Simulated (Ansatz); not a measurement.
Crystal: MgO.

```
Mg O
1.0
     0.00000    2.09700    2.09700
     2.09700    0.00000    2.09700
     2.09700    2.09700    0.00000
Mg O
1 1
Direct
  0.00000 0.00000 0.00000
  0.50000 0.50000 0.50000
```

The cell is a database's computed one.

Base run:

| Quantity | Value |
| --- | --- |
| Program | Ansatz 0.2.0 |
| Functional | PBE |
| Potentials or basis | all-electron PAW datasets made for the crystal |
| Cutoff | 360 eV (chosen from the basis error) |
| k mesh | 8 × 8 × 8 |
| Occupations | fermi-dirac, width 0.05 eV |
| Spin | no spin polarisation |

Its results: band gap on the k mesh 4.86 eV, direct; pressure 7.0 GPa.

The run is repeated on the same cell with these changes: functional from PBE to HSE06; cutoff from 360 eV (chosen from the basis error) to 430 eV (chosen from the basis error). What comes out?

Band gap on the k mesh 6.61 eV, direct; pressure 0.9 GPa.

HSE06 gives the wider gap, since exact exchange removes part of the self-interaction.

The runs don't all hold the same shells in valence.
